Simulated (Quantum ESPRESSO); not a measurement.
# MnS (Fm-3m) in Quantum ESPRESSO: further runs

Aim: see how the results for MnS move with the level of theory and the settings. Levels: PBE, LDA. Tasks: phonons.

Program: Quantum ESPRESSO 7.5. These are calculated values, not measurements. Logs are shortened: lines on timing, memory, paths and dates and some standing lists are left out, and cuts for length are marked.

## (1) Starting point

It takes space group Fm-3m (No. 225, cubic). The conventional cell has a = 5.209 Å, b = 5.209 Å, c = 5.209 Å, α = 90.00°, β = 90.00°, γ = 90.00°. Around Mn (site symmetry m-3m) lie 6 S at 2.60 Å. S (site symmetry m-3m) has 6 Mn at 2.60 Å as nearest neighbours.

## (2) Phonons, PBE, collinear spin, ferromagnetic start

pw.in

```
&CONTROL
  calculation = 'scf'
  prefix = 'pwscf'
  outdir = './tmp'
  pseudo_dir = './pseudo'
  tprnfor = .true.
  tstress = .true.
  disk_io = 'low'
/
&SYSTEM
  ibrav = 0
  nat = 2
  ntyp = 2
  ecutwfc = 54
  ecutrho = 324
  nbnd = 20
  occupations = 'smearing'
  smearing = 'mp'
  degauss = 0.01469973
  nspin = 2
  starting_magnetization(1) = 0.2667
  starting_magnetization(2) = 0
/
&ELECTRONS
  conv_thr = 4d-10
  electron_maxstep = 120
  mixing_beta = 0.3
/
ATOMIC_SPECIES
Mn    54.9380 Mn.GGA_PBE-JTH.UPF
S     32.0600 S.GGA_PBE-JTH.UPF
CELL_PARAMETERS angstrom
   0.0000000000    2.6045000000    2.6045000000
   2.6045000000    0.0000000000    2.6045000000
   2.6045000000    2.6045000000    0.0000000000
ATOMIC_POSITIONS crystal
Mn     0.0000000000    0.0000000000    0.0000000000
S      0.5000000000    0.5000000000    0.5000000000
K_POINTS automatic
9 9 9 0 0 0
```

relax.in

```
&CONTROL
  calculation = 'vc-relax'
  prefix = 'pwscf'
  outdir = './tmp'
  pseudo_dir = './pseudo'
  tprnfor = .true.
  tstress = .true.
  disk_io = 'low'
  nstep = 40
  forc_conv_thr = 0.0001
  etot_conv_thr = 1d-06
/
&SYSTEM
  ibrav = 0
  nat = 2
  ntyp = 2
  ecutwfc = 54
  ecutrho = 324
  nbnd = 20
  occupations = 'smearing'
  smearing = 'mp'
  degauss = 0.01469973
  nspin = 2
  starting_magnetization(1) = 0.2667
  starting_magnetization(2) = 0
/
&ELECTRONS
  conv_thr = 4d-10
  electron_maxstep = 120
  mixing_beta = 0.3
/
&IONS
  ion_dynamics = 'bfgs'
/
&CELL
  cell_dynamics = 'bfgs'
  press = 0
  press_conv_thr = 0.2
/
ATOMIC_SPECIES
Mn    54.9380 Mn.GGA_PBE-JTH.UPF
S     32.0600 S.GGA_PBE-JTH.UPF
CELL_PARAMETERS angstrom
   0.0000000000    2.6045000000    2.6045000000
   2.6045000000    0.0000000000    2.6045000000
   2.6045000000    2.6045000000    0.0000000000
ATOMIC_POSITIONS crystal
Mn     0.0000000000    0.0000000000    0.0000000000
S      0.5000000000    0.5000000000    0.5000000000
K_POINTS automatic
9 9 9 0 0 0
```

scf2.in

```
&CONTROL
  calculation = 'scf'
  prefix = 'pwscf'
  outdir = './tmp'
  pseudo_dir = './pseudo'
  tprnfor = .true.
  tstress = .true.
  disk_io = 'low'
/
&SYSTEM
  ibrav = 0
  nat = 2
  ntyp = 2
  ecutwfc = 54
  ecutrho = 324
  nbnd = 20
  occupations = 'smearing'
  smearing = 'mp'
  degauss = 0.01469973
  nspin = 2
  starting_magnetization(1) = 0.2667
  starting_magnetization(2) = 0
/
&ELECTRONS
  conv_thr = 1d-13
  electron_maxstep = 120
  mixing_beta = 0.3
  startingpot = 'file'
  startingwfc = 'file'
/
ATOMIC_SPECIES
Mn    54.9380 Mn.GGA_PBE-JTH.UPF
S     32.0600 S.GGA_PBE-JTH.UPF
CELL_PARAMETERS angstrom
   0.0000000000    2.5642690029    2.5642690029
   2.5642690029    0.0000000000    2.5642690029
   2.5642690029    2.5642690029    0.0000000000
ATOMIC_POSITIONS crystal
Mn     0.0000000000    0.0000000000    0.0000000000
S      0.5000000000    0.5000000000    0.5000000000
K_POINTS automatic
9 9 9 0 0 0
```

ph.in

```
phonons of MnS
&INPUTPH
  prefix = 'pwscf'
  outdir = './tmp'
  tr2_ph = 1d-18
  fildyn = 'dyn'
  niter_ph = 90
  alpha_mix(1) = 0.4
/
0.0000000000 0.0000000000 0.0000000000
```

dynmat.in

```
&INPUT
  fildyn = 'dyn'
  asr = 'crystal'
  filout = 'dynmat.disp'
  fileig = 'dynmat.eig'
/
```

Potentials or basis: JTH 2.0 PBE.

Launch:

```bash
$ OMP_NUM_THREADS=1 pw.x -in pw.in > pw.out
$ OMP_NUM_THREADS=1 pw.x -in relax.in > relax.out
$ OMP_NUM_THREADS=1 pw.x -in scf2.in > scf2.out
$ OMP_NUM_THREADS=1 ph.x -in ph.in > ph.out
$ OMP_NUM_THREADS=1 dynmat.x -in dynmat.in > dynmat.out
```

pw.out:

```text
This program is part of the open-source Quantum ESPRESSO suite
     for quantum simulation of materials; please cite
         "P. Giannozzi et al., J. Phys.:Condens. Matter 21 395502 (2009);
         "P. Giannozzi et al., J. Phys.:Condens. Matter 29 465901 (2017);
         "P. Giannozzi et al., J. Chem. Phys. 152 154105 (2020);
     in publications or presentations arising from this work. More details at

     file Mn.GGA_PBE-JTH.UPF: wavefunction(s)  3S 4S 0P 3D 0D renormalized
     file S.GGA_PBE-JTH.UPF: wavefunction(s)  3S 0S 3P 0P renormalized
     Message from routine setup:
     using ibrav=0 with symmetry is DISCOURAGED, use correct ibrav instead

     G-vector sticks info
     --------------------
     sticks:   dense  smooth     PW     G-vecs:    dense   smooth      PW
     Sum        1069     721    223                23505    12675    2133

     Using Slab Decomposition

     bravais-lattice index     =            0
     lattice parameter (alat)  =       6.9605  a.u.
     unit-cell volume          =     238.4513 (a.u.)^3
     number of atoms/cell      =            2
     number of atomic types    =            2
     number of electrons       =        21.00
     number of Kohn-Sham states=           20
     kinetic-energy cutoff     =      54.0000  Ry
     charge density cutoff     =     324.0000  Ry
     scf convergence threshold =      4.0E-10
     mixing beta               =       0.3000
     number of iterations used =            8  plain     mixing
     Exchange-correlation= SLA PW PBX PBC
                           (   1   4   3   4   0   0   0)

     celldm(1)=   6.960465  celldm(2)=   0.000000  celldm(3)=   0.000000
     celldm(4)=   0.000000  celldm(5)=   0.000000  celldm(6)=   0.000000

[... 8 lines left out ...]
               b(3) = (  0.707107  0.707107 -0.707107 )

     PseudoPot. # 1 for Mn read from file:
     Mn.GGA_PBE-JTH.UPF
     Pseudo is Projector augmented-wave + core cor, Zval = 15.0
     Generated using ATOMPAW code
     Shape of augmentation charge: SINC**2
     Using radial grid of 1035 points,  6 beta functions with:
                l(1) =   0
                l(2) =   0
                l(3) =   1
                l(4) =   1
                l(5) =   2
                l(6) =   2
     Q(r) pseudized with 0 coefficients

     PseudoPot. # 2 for S  read from file:
     S.GGA_PBE-JTH.UPF
     Pseudo is Projector augmented-wave + core cor, Zval =  6.0
     Generated using ATOMPAW code
     Shape of augmentation charge: SINC**2
     Using radial grid of  999 points,  4 beta functions with:
                l(1) =   0
                l(2) =   0
                l(3) =   1
                l(4) =   1
     Q(r) pseudized with 0 coefficients

     atomic species   valence    mass     pseudopotential
     Mn               15.00    54.93800     Mn( 1.00)
     S                 6.00    32.06000     S ( 1.00)

     Starting magnetic structure
     atomic species   magnetization
     Mn              0.267
     S               0.000

     48 Sym. Ops., with inversion, found

   Cartesian axes

     site n.     atom                  positions (alat units)
         1        Mn     tau(   1) = (   0.0000000   0.0000000   0.0000000  )
         2        S      tau(   2) = (   0.7071068   0.7071068   0.7071068  )

     number of k points=    35  Methfessel-Paxton smearing, width (Ry)=  0.0147
                       cart. coord. in units 2pi/alat
        k(    1) = (   0.0000000   0.0000000   0.0000000), wk =   0.0013717
        k(    2) = (   0.0785674   0.0785674  -0.0785674), wk =   0.0109739
        k(    3) = (   0.1571348   0.1571348  -0.1571348), wk =   0.0109739
        k(    4) = (   0.2357023   0.2357023  -0.2357023), wk =   0.0109739
        k(    5) = (   0.3142697   0.3142697  -0.3142697), wk =   0.0109739
        k(    6) = (   0.1571348   0.0000000  -0.0000000), wk =   0.0082305
[... 27 lines left out ...]
        k(   34) = (  -0.0000000  -0.4714045   0.6285394), wk =   0.0329218
        k(   35) = (  -0.0785674  -0.3928371   0.7071068), wk =   0.0329218

     Dense  grid:    23505 G-vectors     FFT dimensions: (  40,  40,  40)

     Smooth grid:    12675 G-vectors     FFT dimensions: (  36,  36,  36)

     Check: negative core charge=   -0.000006
     Generating pointlists ...
     new r_m :   0.2917 (alat units)  2.0302 (a.u.) for type    1
     new r_m :   0.2917 (alat units)  2.0302 (a.u.) for type    2

     Initial potential from superposition of free atoms

     starting charge      20.9990, renormalised to      21.0000

     negative rho (up, down):  2.670E-02 2.734E-02
     Starting wfcs are   26 randomized atomic wfcs

     Self-consistent Calculation

     iteration #  1     ecut=    54.00 Ry     beta= 0.30
     Davidson diagonalization with overlap
     ethr =  1.00E-02,  avg # of iterations =  6.7

     negative rho (up, down):  2.847E-02 2.881E-02

     total energy              =    -352.76360845 Ry
     estimated scf accuracy    <       0.42359381 Ry

     total magnetization       =     4.55 Bohr mag/cell
     absolute magnetization    =     4.55 Bohr mag/cell

     iteration #  2     ecut=    54.00 Ry     beta= 0.30
     Davidson diagonalization with overlap
     ethr =  2.02E-03,  avg # of iterations =  1.9

     negative rho (up, down):  2.904E-02 2.898E-02

     total energy              =    -352.87551973 Ry
     estimated scf accuracy    <       0.02177110 Ry

     total magnetization       =     4.52 Bohr mag/cell
     absolute magnetization    =     4.52 Bohr mag/cell

     iteration #  3     ecut=    54.00 Ry     beta= 0.30
     Davidson diagonalization with overlap
     ethr =  1.04E-04,  avg # of iterations =  3.9

     negative rho (up, down):  3.091E-02 2.981E-02
[... 76 lines left out ...]
     total magnetization       =     4.72 Bohr mag/cell
     absolute magnetization    =     4.73 Bohr mag/cell

     iteration # 10     ecut=    54.00 Ry     beta= 0.30
     Davidson diagonalization with overlap
     ethr =  1.81E-10,  avg # of iterations =  2.5

     negative rho (up, down):  3.101E-02 2.929E-02

     total energy              =    -352.88946432 Ry
     estimated scf accuracy    <          1.7E-09 Ry

     total magnetization       =     4.72 Bohr mag/cell
     absolute magnetization    =     4.73 Bohr mag/cell

     iteration # 11     ecut=    54.00 Ry     beta= 0.30
     Davidson diagonalization with overlap
     ethr =  8.29E-12,  avg # of iterations =  2.5

     negative rho (up, down):  3.101E-02 2.929E-02

     Magnetic moment per site  (integrated on atomic sphere of radius R)
     atom   1 (R=0.292)  charge= 13.1904  magn=  4.2175
     atom   2 (R=0.292)  charge=  4.6633  magn=  0.1509

     End of self-consistent calculation

 ------ SPIN UP ------------

          k = 0.0000 0.0000 0.0000 (  1639 PWs)   bands (ev):

   -71.0994 -39.8454 -39.8454 -39.8454  -3.7700   7.4574   7.4574   7.4574
     7.5574   7.5574   8.9435   8.9435   8.9435  12.5066  19.3224  19.3224
    19.3224  21.4528  22.3960  22.3960

          k = 0.0786 0.0786-0.0786 (  1588 PWs)   bands (ev):

   -71.0993 -39.8463 -39.8455 -39.8455  -3.6456   7.1450   7.1900   7.1900
     7.5285   7.5285   8.4511   9.3565   9.3565  13.2826  18.3996  19.2455
    19.2455  20.9425  20.9425  22.1673

          k = 0.1571 0.1571-0.1571 (  1591 PWs)   bands (ev):

   -71.0992 -39.8487 -39.8458 -39.8458  -3.3008   5.9884   6.6417   6.6417
     7.6702   7.6702   8.1925  10.0773  10.0773  14.2830  17.6631  18.2608
    18.2608  20.8633  20.8633  22.0856

          k = 0.2357 0.2357-0.2357 (  1609 PWs)   bands (ev):

   -71.0990 -39.8514 -39.8462 -39.8462  -2.8369   4.6949   6.2126   6.2126
     7.8422   7.8422   8.2469  10.7410  10.7410  14.1392  17.0249  17.0249
    18.3461  21.8128  21.8128  22.1438

          k = 0.3143 0.3143-0.3143 (  1595 PWs)   bands (ev):

   -71.0989 -39.8532 -39.8465 -39.8465  -2.4703   3.8700   5.9847   5.9847
     7.9603   7.9603   8.3379  11.1638  11.1638  13.6896  16.2659  16.2659
    19.1755  22.8006  22.8993  22.8993

          k = 0.1571 0.0000-0.0000 (  1587 PWs)   bands (ev):
[... 157 lines left out ...]
   -71.0988 -39.8513 -39.8493 -39.8471  -2.3897   4.6735   5.8538   6.0603
     7.8684   8.0253   8.5410   8.5773  10.3123  15.1427  16.1114  17.5237
    18.8321  21.4589  23.7613  26.5734

          k =-0.0786-0.5500 0.7071 (  1608 PWs)   bands (ev):

   -71.0988 -39.8521 -39.8489 -39.8484  -2.2990   4.9627   6.3479   6.4213
     7.7587   8.0966   8.2072   8.3456   8.8550  12.7554  16.6002  19.4085
    20.7583  22.5568  24.7232  25.2426

          k =-0.0000-0.4714 0.6285 (  1603 PWs)   bands (ev):

   -71.0988 -39.8515 -39.8499 -39.8482  -2.2246   5.2047   5.5762   6.2183
     7.8660   8.0707   8.2338   8.5633   8.9473  13.6900  17.0083  19.0115
    19.0913  22.9874  23.6319  25.7048

          k =-0.0786-0.3928 0.7071 (  1603 PWs)   bands (ev):

   -71.0988 -39.8511 -39.8501 -39.8483  -2.2194   5.1575   5.6811   5.8914
     8.0140   8.0911   8.2627   8.4871   9.0086  14.7712  17.1529  17.5701
    18.7796  23.1668  24.0277  25.4725

 ------ SPIN DOWN ----------

          k = 0.0000 0.0000 0.0000 (  1639 PWs)   bands (ev):

   -66.4700 -35.2995 -35.2995 -35.2995  -3.4734   9.1574   9.1574   9.1574
    11.1518  11.1518  11.1518  11.2079  11.2079  13.5574  20.3547  20.3547
    20.3547  21.6422  23.4511  23.4511

          k = 0.0786 0.0786-0.0786 (  1588 PWs)   bands (ev):

   -66.4700 -35.3008 -35.2997 -35.2997  -3.3544   8.2817   8.8069   8.8069
    11.2545  11.2545  11.3317  11.6504  11.6504  14.2617  19.3488  20.2527
    20.2527  22.1877  22.1877  22.7000

          k = 0.1571 0.1571-0.1571 (  1591 PWs)   bands (ev):

   -66.4698 -35.3041 -35.3001 -35.3001  -3.0264   6.7569   8.2195   8.2195
    11.5114  11.5114  11.5562  12.5102  12.5102  15.2810  18.5686  19.3541
    19.3541  21.8061  21.8061  23.2671

          k = 0.2357 0.2357-0.2357 (  1609 PWs)   bands (ev):

   -66.4696 -35.3079 -35.3006 -35.3006  -2.5903   5.3899   7.7519   7.7519
    11.8430  11.8430  11.8675  13.3511  13.3511  15.0116  18.0514  18.0514
    19.3915  22.4450  22.4450  23.3714

          k = 0.3143 0.3143-0.3143 (  1595 PWs)   bands (ev):

   -66.4694 -35.3103 -35.3010 -35.3010  -2.2516   4.5603   7.5030   7.5030
    12.0896  12.0896  12.2353  13.9416  13.9416  14.2860  17.1416  17.1416
    20.5715  23.2431  23.2431  23.7693

          k = 0.1571 0.0000-0.0000 (  1587 PWs)   bands (ev):
[... 157 lines left out ...]
   -66.4693 -35.3077 -35.3049 -35.3019  -2.1515   5.4011   6.5691   7.3587
    11.7310  12.0315  12.1385  12.3429  13.3310  16.4382  16.9885  18.2200
    19.8334  21.9694  24.4621  27.4537

          k =-0.0786-0.5500 0.7071 (  1608 PWs)   bands (ev):

   -66.4692 -35.3087 -35.3043 -35.3036  -2.0396   5.4138   7.1196   7.2383
    10.7080  11.8640  12.2954  12.3765  12.5685  14.2028  17.9242  20.0164
    21.7718  23.3448  25.1090  25.7463

          k =-0.0000-0.4714 0.6285 (  1603 PWs)   bands (ev):

   -66.4692 -35.3079 -35.3056 -35.3034  -1.9738   5.6587   6.2979   7.1665
    11.2059  12.1652  12.1993  12.3739  12.3806  15.1912  18.0376  19.5589
    20.1439  23.9220  24.1057  26.1500

          k =-0.0786-0.3928 0.7071 (  1603 PWs)   bands (ev):

   -66.4692 -35.3073 -35.3060 -35.3035  -1.9735   5.7485   6.2862   6.8626
    11.6693  11.9493  12.1159  12.3750  12.4750  16.3162  18.0234  18.3587
    19.5692  23.7017  24.8745  26.0753

     the Fermi energy is    10.8288 ev

!    total energy              =    -352.88946433 Ry
     total all-electron energy =      -352.889464 Ry
     estimated scf accuracy    <          2.1E-10 Ry
     smearing contrib. (-TS)   =       0.00006128 Ry
     internal energy E=F+TS    =    -352.88952561 Ry

     The total energy is F=E-TS. E is the sum of the following terms:
     one-electron contribution =    -130.77406860 Ry
     hartree contribution      =      61.40297730 Ry
     xc contribution           =     -27.47950246 Ry
     ewald contribution        =    -141.49328211 Ry
     one-center paw contrib.   =    -114.54564973 Ry

     total magnetization       =     4.72 Bohr mag/cell
     absolute magnetization    =     4.73 Bohr mag/cell

     convergence has been achieved in  11 iterations

     negative rho (up, down):  3.101E-02 2.929E-02

     Forces acting on atoms (cartesian axes, Ry/au):

     atom    1 type  1   force =     0.00000000    0.00000000    0.00000000
     atom    2 type  2   force =     0.00000000    0.00000000   -0.00000000

     Total force =     0.000000     Total SCF correction =     0.000000

     Computing stress (Cartesian axis) and pressure

     negative rho (up, down):  3.101E-02 2.929E-02
          total   stress  (Ry/bohr**3)                   (kbar)     P=      -25.68
  -0.00017456  -0.00000000   0.00000000          -25.68       -0.00        0.00
  -0.00000000  -0.00017456   0.00000000           -0.00      -25.68        0.00
   0.00000000  -0.00000000  -0.00017456            0.00       -0.00      -25.68

=------------------------------------------------------------------------------=
   JOB DONE.
=------------------------------------------------------------------------------=
```

Run time: 21 min. Hardware: 1 thread of Arm Neoverse V2, shared host; peak memory 0.22 GiB.

Results:

```yaml
Free_energy: -4801.3181 eV
Relaxed_volume: 16.86 Å³/atom
Relaxed_cell: a = 3.626 Å, b = 3.626 Å, c = 3.626 Å, α = 60.00°, β = 60.00°, γ = 60.00°
Space_group_after_relaxing_to_0.05_Å: Fm-3m (No. 225)
Pressure_after_relaxing: 0.1 GPa
Band_gap_on_the_k_mesh: none (metal or under the smearing width)
Net_moment: 4.61 μB per cell
Absolute_moment: 4.61 μB per cell
Site_moments: Mn +4.12; S +0.14 μB
Valence_electrons_inside_the_program's_atomic_spheres: Mn 13.19; S 4.66
Highest_phonon_frequency_at_Γ: 218 cm⁻¹
```

Step by step:
| step | energy change (eV) | largest force (eV/Å) | pressure (GPa) | volume (Å³) |
| --- | --- | --- | --- | --- |
| 1 | 0.0000 | 0.0000 | -2.57 | 35.33 |
| 2 | -0.0063 | 0.0000 | -1.84 | 34.87 |
| 3 | -0.0119 | 0.0000 | -0.76 | 34.19 |
| 4 | -0.0131 | 0.0000 | 0.00 | 33.72 |
| 5 | -0.0131 | 0.0000 | 0.00 | 33.72 |

Final structure:
```
Mn S
1.0
     0.00000    2.56427    2.56427
     2.56427    0.00000    2.56427
     2.56427    2.56427    0.00000
Mn S
1 1
Direct
  0.00000 0.00000 0.00000
  0.50000 0.50000 0.50000
```

Levels at points of the mesh, in eV from the Fermi level:
Spin up:
```tsv
k point	band 9	band 10	band 11	band 12	band 13	band 14	band 15	band 16	band 17	band 18
(0.00, 0.00, 0.00)	-3.31	-3.31	-1.97	-1.97	-1.97	2.01	8.56	8.56	8.56	10.66
```
Spin down:
| k point | band 5 | band 6 | band 7 | band 8 | band 9 | band 10 | band 11 | band 12 |
| --- | --- | --- | --- | --- | --- | --- | --- | --- |
| (0.00, 0.00, 0.00) | -14.66 | -1.76 | -1.76 | -1.76 | 0.17 | 0.17 | 0.17 | 0.25 |

Phonon frequencies in cm⁻¹ (negative: imaginary):
| q point | frequencies |
| --- | --- |
| (0.000, 0.000, 0.000) | 11 11 11 218 218 218 |

Optical modes at Γ, degenerate ones joined:
```tsv
cm⁻¹	components	symmetry	active in
218	3	T1u	IR
```

Caveat: a cell with one magnetic atom can't hold antiferromagnetic order, which such compounds often take; semilocal functionals often make such compounds metallic where correlation or magnetic order opens a gap, which also shifts bond lengths. With open d or f shells a metallic result of PBE can be an artefact of self-interaction; +U or a hybrid may open a gap.

(Part 1 of 2 ends here.)
